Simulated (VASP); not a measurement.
A run of VASP 6.6.1 is set up as follows.

File INCAR:

```
SYSTEM = Al
PREC = Accurate
ENCUT = 520
EDIFF = 1E-6
ISMEAR = 0
SIGMA = 0.1
LREAL = .False.
LASPH = .True.
NELM = 80
ALGO = Normal
ISIF = 2
LWAVE = .False.
LCHARG = .True.
GGA = PE
LELF = .True.
LVHAR = .True.
NBANDS = 8
```

Contents of KPOINTS:

```
Automatic mesh
0
Gamma
  20 20 20
  0 0 0
```

File POSCAR:

```
Al
1.0
    2.7217611274      0.0000000000      0.0000000000
    0.0000000000      2.7217611274      0.0000000000
    0.0000000000      0.0000000000      2.7217611274
Al
1
Direct
    0.0000000000      0.0000000000      0.0000000000
```

Potentials or basis: VASP PAW PBE potentials, release 64 (Al).

Command:

```bash
$ cat potpaw_PBE.64/Al/POTCAR > POTCAR
$ mpirun -np 1 vasp_std > vasp.out
```

**Question.** What does it give for the pressure?

**Answer.** 0.0 GPa.

**Question.** Predict the band gap on the k mesh.

**Answer.** None (metal or under the smearing width).
